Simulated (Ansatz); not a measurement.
Run on Ca (diamond type): DFT, PBE, norm-conserving pseudopotentials, Ansatz's default files, scalar-relativistic (Ansatz 0.2.0). This run: the series' base cell.

The cell comes from a relaxation on PAW files under the same functional, begun from a prototype that needn't be the stable phase.

Command: `ansatz run input.yaml --threads 1 --pin off --max-ram 2048MiB --backend cpu --events-out ev --progress --plain --runs-dir out` It took 19 s on 1 thread of Arm Neoverse V1 (shared host), peak memory 0.63 GiB.

```yaml
crystal:
  lattice:
    - [0.0, 4.3001276577, 4.3001276577]
    - [4.3001276577, 0.0, 4.3001276577]
    - [4.3001276577, 4.3001276577, 0.0]
  atoms:
    - { symbol: Ca, position: [-0.125, -0.125, -0.125] }
    - { symbol: Ca, position: [0.125, 0.125, 0.125] }
kpoints:
  mp_grid: { grid: [10, 10, 10] }
scf:
  occupations: { method: fermi_dirac, width: 0.08 }
hamiltonian:
  xc: pbe
  pseudopotentials: { kind: nc }
output:
  forces: true
  stress: true
  eigenvalues: true
```

Output:

```
Engine: ansatz 0.2.0
Pseudopotentials: kind: nc
Pseudopotential: Ca, nc, valence charge 10, recommended cutoff 925.187132 eV (normal), Ca.nc.azcp (PseudoDojo's, or run here from an input of PseudoDojo's: the run reads no file of this project's for it)
Functional definition: PBE
  parameter kappa = 0.804
  parameter beta = 0.06672455060314922
  exchange = pbe_x(kappa = kappa, mu = beta*pi^2/3)
  correlation = pbe_c(beta = beta)
Crystal: 2 atoms, lattice volume = 159.028 Å³
Basis set: ecut = 925.187132 eV, 10081 PW (Γ), exchange–correlation on 128×128×128 points (8 copies of the dense FFT grid, shifted against one another)
Bands: 14, of which v1, the nominal top of the filled ones, is band 10 counted from 1 (9 counted from 0)
Symmetry: 48 space group operations
Space group: Fd-3m (ITA 227), of the structure as read, at distance tolerance 5.4e-5 Å
k-points: 47 of 1000
Non-local potential: Ca, projectors of the file, l = 0: 2, l = 1: 2, l = 2: 2
Initial density: superposition of atomic densities (chi_scale 0.1, normalization cell)
Initial wavefunctions: pseudopotential atomic-orbital guess
Functional: x = pbe(κ = 0.804, μ = 0.2195149727645171), c = pbe(β = 0.06672455060314922)
SCF iter   1: F=—  HF=-2104.741595 eV  |F-HF|=—  |Δ(HF+E_count)|=         —  Δρ=4.62e-3  dr2=2.90e-2  ethr=3.10e-3  ⟨swp⟩=12.4  Hψ=6719  notcnv=0
preconditioner: auto → LDOS  [metal: Δε(μ)=0.004 eV  Ē_g=1.760 eV  σ=0.080 eV  W_gap=0.01  n_scr=14 (ndim 8)  ℏωp=5.9 eV  f_vac=0.029  D(μ)=3.53/eV (n_scr^D=14)  β→1.0]
SCF iter   2: F=—  HF=-2104.770214 eV  |F-HF|=—  |Δ(HF+E_count)|=   2.86e-2  Δρ=1.51e-3  dr2=4.04e-3  ethr=1.45e-4  ⟨swp⟩=2.6  Hψ=1294  notcnv=0
SCF iter   3: F=—  HF=-2104.773597 eV  |F-HF|=—  |Δ(HF+E_count)|=   3.38e-3  Δρ=1.99e-4  dr2=4.31e-5  ethr=2.02e-5  ⟨swp⟩=3.1  Hψ=1320  notcnv=0
SCF iter   4: F=—  HF=-2104.773455 eV  |F-HF|=—  |Δ(HF+E_count)|=   1.42e-4  Δρ=3.42e-5  dr2=4.26e-6  ethr=2.16e-7  ⟨swp⟩=2.6  Hψ=1288  notcnv=0
SCF iter   5: F=—  HF=-2104.773461 eV  |F-HF|=—  |Δ(HF+E_count)|=   5.86e-6  Δρ=1.29e-5  dr2=7.83e-7  ethr=2.13e-8  ⟨swp⟩=2.3  Hψ=869  notcnv=0
SCF iter   6: F=-2104.773461 eV  HF=-2104.773461 eV  |F-HF|=4.38e-8  |Δ(HF+E_count)|=   1.70e-7  Δρ=4.07e-6  dr2=7.38e-8  ethr=5.00e-10  ⟨swp⟩=8.2  Hψ=4077  notcnv=0
SCF 1 converged in 6 iterations: F = -2104.773461 eV  dr2 = 7.38e-8
SCF converged after 6 iterations
Free energy (F): -2104.773461 eV
Harris-Foulkes:  -2104.773461 eV  (|F-HF|=4.38e-8)
Internal energy: -2104.702417 eV  (E = F + TS)
E sigma→0 (E₀):  -2104.737939 eV
Entropy (-TS):   -0.071045 eV (-35.522 meV/atom)
Fermi energy:    1.556193 eV
--- Per-component energies (eV) ---
  E_band       = -436.086733
  E_kinetic    = 710.651654
  E_local      = -2445.251827  (includes V_loc(G=0)·N_el)
  E_nonlocal   = 181.999118
  E_hartree    = 743.185279
  E_xc         = -393.360136
  E_vxc        = -369.868729  (∫ρ·V_xc dr)
  E_ewald      = -901.926504
  E_smearing   = -0.071045  (= −TS)
  E_closure    = 0.000000  (closes the sum)
  Σ components = -2104.773461   (vs F -2104.773461, Δ=0.00e0)
--- Forces (eV/Å), atoms counted from 1 ---
  atom   1  Ca     0.00000000     0.00000000    -0.00000000
  atom   2  Ca     0.00000000     0.00000000    -0.00000000
  max |Σ_I F_I| component: 2.31e-18 eV/Å
--- Stress (GPa, compression-positive) ---
        0.015401      -0.000000      -0.000000
       -0.000000       0.015401      -0.000000
       -0.000000       0.000000       0.015401
  P = ⅓ Tr σ = 0.0154 GPa (0.154 kbar)
--- Band table (eV; the first three rows and the last of 47) ---
  k-point 0: bands = ["-41.6453", "-41.6289", "-22.6212", "-22.6212", "-22.6212", "-22.5616", "-22.5616", "-22.5616", "-1.4308", "2.1742", "2.1742", "2.1742", "2.4111", "2.4111"]
  k-point 1: bands = ["-41.6450", "-41.6292", "-22.6218", "-22.6218", "-22.6209", "-22.5621", "-22.5611", "-22.5611", "-1.3686", "2.1144", "2.1735", "2.1735", "2.4264", "2.4264"]
  k-point 2: bands = ["-41.6442", "-41.6301", "-22.6232", "-22.6232", "-22.6200", "-22.5632", "-22.5597", "-22.5597", "-1.1856", "1.8963", "2.1791", "2.1791", "2.4492", "2.4492"]
  k-point 46: bands = ["-41.6371", "-41.6371", "-22.6321", "-22.6321", "-22.5918", "-22.5918", "-22.5511", "-22.5511", "0.5673", "0.5673", "1.5471", "1.5471", "2.3863", "2.3863"]
```

Next run (volume at 0.58 of the series' base cell), as changes to the input before:

```diff
   lattice:
-    - [0.0, 4.3001276577, 4.3001276577]
-    - [4.3001276577, 0.0, 4.3001276577]
-    - [4.3001276577, 4.3001276577, 0.0]
+    - [0.0, 3.5861133544, 3.5861133544]
+    - [3.5861133544, 0.0, 3.5861133544]
+    - [3.5861133544, 3.5861133544, 0.0]
   atoms:
```

Results part of the output:

```
SCF 1 converged in 7 iterations: F = -2104.190875 eV  dr2 = 9.97e-9
SCF converged after 7 iterations
Free energy (F): -2104.190875 eV
Harris-Foulkes:  -2104.190875 eV  (|F-HF|=4.71e-9)
Internal energy: -2104.122018 eV  (E = F + TS)
E sigma→0 (E₀):  -2104.156446 eV
Entropy (-TS):   -0.068857 eV (-34.429 meV/atom)
Fermi energy:    4.243984 eV
--- Per-component energies (eV) ---
  E_band       = -371.743449
  E_kinetic    = 724.174970
  E_local      = -2156.551478  (includes V_loc(G=0)·N_el)
  E_nonlocal   = 178.485059
  E_hartree    = 628.800117
  E_xc         = -397.525803
  E_vxc        = -375.454869  (∫ρ·V_xc dr)
  E_ewald      = -1081.504883
  E_smearing   = -0.068857  (= −TS)
  E_closure    = -0.000000  (closes the sum)
  Σ components = -2104.190875   (vs F -2104.190875, Δ=0.00e0)
--- Forces (eV/Å), atoms counted from 1 ---
  atom   1  Ca    -0.00000000    -0.00000000    -0.00000000
  atom   2  Ca     0.00000000    -0.00000000     0.00000000
  max |Σ_I F_I| component: 2.31e-18 eV/Å
--- Stress (GPa, compression-positive) ---
        3.312164       0.000000      -0.000000
       -0.000000       3.312164      -0.000000
        0.000000      -0.000000       3.312164
  P = ⅓ Tr σ = 3.3122 GPa (33.122 kbar)
--- Band table (eV; the first three rows and the last of 47) ---
  k-point 0: bands = ["-38.3267", "-38.1793", "-19.4267", "-19.4267", "-19.4267", "-19.1199", "-19.1199", "-19.1199", "0.6349", "5.0137", "5.0137", "5.1498", "5.1498", "5.1498"]
  k-point 1: bands = ["-38.3241", "-38.1820", "-19.4304", "-19.4304", "-19.4264", "-19.1210", "-19.1162", "-19.1162", "0.7350", "4.9182", "4.9182", "5.1239", "5.2859", "5.2859"]
  k-point 2: bands = ["-38.3165", "-38.1896", "-19.4396", "-19.4396", "-19.4258", "-19.1237", "-19.1070", "-19.1070", "1.0290", "4.8351", "4.8351", "5.0135", "5.4462", "5.4462"]
  k-point 46: bands = ["-38.2532", "-38.2532", "-19.4982", "-19.4982", "-19.2767", "-19.2767", "-19.0505", "-19.0505", "3.7314", "3.7314", "4.0663", "4.0663", "5.6094", "5.6094"]
```

Next run (volume at 0.5 of the series' base cell), as changes to the input before:

```diff
   lattice:
-    - [0.0, 3.5861133544, 3.5861133544]
-    - [3.5861133544, 0.0, 3.5861133544]
-    - [3.5861133544, 3.5861133544, 0.0]
+    - [0.0, 3.4130135837, 3.4130135837]
+    - [3.4130135837, 0.0, 3.4130135837]
+    - [3.4130135837, 3.4130135837, 0.0]
   atoms:
```

Results part of the output:

```
SCF 1 converged in 7 iterations: F = -2103.879482 eV  dr2 = 1.28e-8
SCF converged after 7 iterations
Free energy (F): -2103.879482 eV
Harris-Foulkes:  -2103.879482 eV  (|F-HF|=6.35e-9)
Internal energy: -2103.814881 eV  (E = F + TS)
E sigma→0 (E₀):  -2103.847182 eV
Entropy (-TS):   -0.064601 eV (-32.300 meV/atom)
Fermi energy:    5.272615 eV
--- Per-component energies (eV) ---
  E_band       = -348.626502
  E_kinetic    = 729.623133
  E_local      = -2072.045100  (includes V_loc(G=0)·N_el)
  E_nonlocal   = 176.759509
  E_hartree    = 597.305378
  E_xc         = -399.101612
  E_vxc        = -377.579432  (∫ρ·V_xc dr)
  E_ewald      = -1136.356188
  E_smearing   = -0.064601  (= −TS)
  E_closure    = 0.000000  (closes the sum)
  Σ components = -2103.879482   (vs F -2103.879482, Δ=0.00e0)
--- Forces (eV/Å), atoms counted from 1 ---
  atom   1  Ca    -0.00000000     0.00000000    -0.00000000
  atom   2  Ca     0.00000000     0.00000000     0.00000000
  max |Σ_I F_I| component: 1.16e-18 eV/Å
--- Stress (GPa, compression-positive) ---
        4.573868       0.000000       0.000000
        0.000000       4.573868      -0.000000
        0.000000      -0.000000       4.573868
  P = ⅓ Tr σ = 4.5739 GPa (45.739 kbar)
--- Band table (eV; the first three rows and the last of 47) ---
  k-point 0: bands = ["-37.1666", "-36.9170", "-18.3130", "-18.3130", "-18.3130", "-17.8624", "-17.8624", "-17.8624", "1.5071", "5.9735", "5.9735", "6.2818", "6.2818", "6.2818"]
  k-point 1: bands = ["-37.1621", "-36.9216", "-18.3187", "-18.3187", "-18.3133", "-17.8634", "-17.8565", "-17.8565", "1.6210", "5.8833", "5.8833", "6.2637", "6.4226", "6.4226"]
  k-point 2: bands = ["-37.1494", "-36.9346", "-18.3333", "-18.3333", "-18.3143", "-17.8658", "-17.8418", "-17.8418", "1.9541", "5.7862", "5.7862", "6.1950", "6.6118", "6.6118"]
  k-point 46: bands = ["-37.0425", "-37.0425", "-18.4254", "-18.4254", "-18.0927", "-18.0927", "-17.7526", "-17.7526", "4.6113", "4.6113", "5.4153", "5.4153", "6.7532", "6.7532"]
```

Next run (volume at 0.43 of the series' base cell), as changes to the input before:

```diff
   lattice:
-    - [0.0, 3.4130135837, 3.4130135837]
-    - [3.4130135837, 0.0, 3.4130135837]
-    - [3.4130135837, 3.4130135837, 0.0]
+    - [0.0, 3.2456685492, 3.2456685492]
+    - [3.2456685492, 0.0, 3.2456685492]
+    - [3.2456685492, 3.2456685492, 0.0]
   atoms:
```

Results part of the output:

```
SCF 1 converged in 7 iterations: F = -2103.524296 eV  dr2 = 2.48e-9
SCF converged after 7 iterations
Free energy (F): -2103.524296 eV
Harris-Foulkes:  -2103.524296 eV  (|F-HF|=1.93e-10)
Internal energy: -2103.464022 eV  (E = F + TS)
E sigma→0 (E₀):  -2103.494159 eV
Entropy (-TS):   -0.060274 eV (-30.137 meV/atom)
Fermi energy:    6.523707 eV
--- Per-component energies (eV) ---
  E_band       = -322.344314
  E_kinetic    = 736.248495
  E_local      = -1983.540286  (includes V_loc(G=0)·N_el)
  E_nonlocal   = 174.399509
  E_hartree    = 565.296927
  E_xc         = -400.922526
  E_vxc        = -380.044216  (∫ρ·V_xc dr)
  E_ewald      = -1194.946140
  E_smearing   = -0.060274  (= −TS)
  E_closure    = 0.000000  (closes the sum)
  Σ components = -2103.524296   (vs F -2103.524296, Δ=0.00e0)
--- Forces (eV/Å), atoms counted from 1 ---
  atom   1  Ca     0.00000000    -0.00000000    -0.00000000
  atom   2  Ca     0.00000000    -0.00000000     0.00000000
  max |Σ_I F_I| component: 5.55e-17 eV/Å
--- Stress (GPa, compression-positive) ---
        5.573664      -0.000000      -0.000000
       -0.000000       5.573664      -0.000000
       -0.000000      -0.000000       5.573664
  P = ⅓ Tr σ = 5.5737 GPa (55.737 kbar)
--- Band table (eV; the first three rows and the last of 47) ---
  k-point 0: bands = ["-35.8711", "-35.4570", "-17.0638", "-17.0638", "-17.0638", "-16.4149", "-16.4149", "-16.4149", "2.5621", "7.0794", "7.0794", "7.5992", "7.5992", "7.5992"]
  k-point 1: bands = ["-35.8637", "-35.4647", "-17.0728", "-17.0728", "-17.0653", "-16.4153", "-16.4056", "-16.4056", "2.6918", "6.9876", "6.9876", "7.5867", "7.7534", "7.7534"]
  k-point 2: bands = ["-35.8428", "-35.4864", "-17.0951", "-17.0951", "-17.0698", "-16.4158", "-16.3825", "-16.3825", "3.0686", "6.8770", "6.8770", "7.5595", "7.9709", "7.9709"]
  k-point 46: bands = ["-35.6662", "-35.6662", "-17.2372", "-17.2372", "-16.7456", "-16.7456", "-16.2434", "-16.2434", "5.5883", "5.5883", "7.0708", "7.0708", "8.0150", "8.0150"]
```

The norm-conserving files are those that the library serves for this functional.
